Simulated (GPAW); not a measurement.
Crystal: GaN.

```
Ga N
1.0
     0.00000    2.25350    2.25350
     2.25350    0.00000    2.25350
     2.25350    2.25350    0.00000
Ga N
1 1
Cartesian
  0.0000 0.0000 0.0000
  1.1268 1.1268 1.1268
```

The cell is a database's computed one.

Program: GPAW 26.7.0. Alike in all runs: cell as given; k mesh 10 × 10 × 10; cutoff (eV) 800; smearing fermi-dirac 0.05 eV.

Q: Order these runs on this cell by their pressure, lowest first.
A. level LDA; potentials or basis PAW data sets generated in the run's folder for this functional, pw; spin off; k mesh for the Wannier functions 4 × 4 × 4
B. level r2SCAN; potentials or basis GPAW PAW data sets (gpaw-data 1.2.1), pw; spin SOC, no magnetisation; band path GXWKGLUWLK,UX; band points 60; spin axis theta (degrees) 90; spin axis phi (degrees) 45
C. level PBEint; potentials or basis PAW data sets generated in the run's folder for this functional, pw; spin SOC, no magnetisation; band path GXWKGLUWLK,UX; band points 60; spin axis theta (degrees) 90; spin axis phi (degrees) 45
D. level TASK; potentials or basis GPAW PAW data sets (gpaw-data 1.2.1), pw; spin SOC, no magnetisation; band path GXWKGLUWLK,UX; band points 60; spin axis theta (degrees) 90; spin axis phi (degrees) 45
E. level PBE; potentials or basis GPAW PAW data sets (gpaw-data 1.2.1), pw; spin SOC, no magnetisation; band path GXWKGLUWLK,UX; band points 80; spin axis theta (degrees) 54.7; spin axis phi (degrees) 45

A: A (0.8 GPa), B (4.5 GPa), C (9.0 GPa), D (11.0 GPa), E (12.6 GPa).

Caveats: spin-orbit coupling was added after a scalar SCF, so levels and gaps hold it while energy, forces, pressure and moments don't (some runs); the PAW data sets were made with another functional, which shifts forces and pressure a little (some runs).

Not every run made on this cell is shown here.
